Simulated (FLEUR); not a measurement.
## ZnS: equation of state with RPBE

Crystal: ZnS.

```
Zn S
1.0
     0.00000    2.70200    2.70200
     2.70200    0.00000    2.70200
     2.70200    2.70200    0.00000
Zn S
1 1
Direct
  0.75000 0.75000 0.75000
  0.00000 0.00000 0.00000
```

```yaml
Program: FLEUR MaX-R8.1 (later development tree)
Task: equation of state
Functional: RPBE
Potentials_or_basis: all-electron
Basis: FLAPW
Kmax: 5.27 1/bohr
k_mesh: 9 × 9 × 9
Occupations: fermi-dirac, width 0.05 eV
Spin: no spin polarisation
```

* Equilibrium volume: 20.93 Å³/atom (rough: see the caveat)
* Bulk modulus: 62 GPa (rough)

Energy against volume, from the lowest point:
```csv
volume (Å³/atom),energy (meV/atom)
18.543,65.44
18.938,43.89
19.727,14.86
20.516,1.63
20.910,0.00
```

Caveat: the minimum lies outside the volumes run.
